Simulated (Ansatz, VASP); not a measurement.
## Two plane-wave programs on KF

INCAR

```
ALGO = Normal
EDIFF = 1E-6
ENCUT = 520
GGA = PE
ISIF = 2
ISMEAR = 0
LASPH = True
LCHARG = False
LREAL = False
LWAVE = False
NBANDS = 15
NELM = 80
PREC = Accurate
SIGMA = 0.05
```

Contents of KPOINTS:

```
k-points
0
Gamma
  8 8 8
```

The input POSCAR:

```
KF
1.0
    0.0000000000      2.6735000000      2.6735000000
    2.6735000000      0.0000000000      2.6735000000
    2.6735000000      2.6735000000      0.0000000000
K F
1 1
Direct
   -0.0140265569      0.0140265569      0.0140265569
    0.5000000000      0.5000000000      0.5000000000
```

Input for Ansatz:

```yaml
crystal:
  lattice:
    - [0.0, 2.6735, 2.6735]
    - [2.6735, 0.0, 2.6735]
    - [2.6735, 2.6735, 0.0]
  atoms:
    - { symbol: K, position: [-0.0140265569, 0.0140265569, 0.0140265569] }
    - { symbol: F, position: [0.5, 0.5, 0.5] }
basis:
  ecutwfc: 420
kpoints:
  mp_grid: { grid: [8, 8, 8] }
hamiltonian:
  xc: pbe
scf:
  occupations: { method: gaussian, width: 0.05 }
output:
  forces: true
  stress: true
  eigenvalues: true
```

Change from the starting cell: all K atoms moved +0.075 Å, as atom 1 along Cartesian [1 0 0].

Alike in both runs: task single point; functional PBE; k mesh 8 × 8 × 8; occupations gaussian, width 0.05 eV; no spin polarisation.

|  | VASP | Ansatz |
| --- | --- | --- |
| version | VASP 6.6.1 | Ansatz 0.2.0 |
| potentials or method | VASP PAW PBE potentials, release 64 (K_sv, F) | scalar-relativistic, plane waves, PAW |
| plane-wave cutoff (eV) | 520 | 420 |
| valence electrons in the cell | 16 | 16 |

|  | VASP | Ansatz | Ansatz less VASP |
| --- | --- | --- | --- |
| gap on the k mesh at the Fermi level (eV) | 6.16 | 6.17 | +0.016 |
| least direct gap on the mesh (eV) | 6.16 | 6.17 | +0.016 |
| pressure (GPa) | 1.4 | 1.4 | -0.04 |
| largest component of the traceless stress (GPa) | 0.20 | 0.19 | -0.007 |
| rms of the force components (eV/Å) | 0.073 | 0.070 | -0.0028 |

Atom by atom the forces differ by 0.003 eV/Å (rms over components).

A k mesh can miss the band edges.
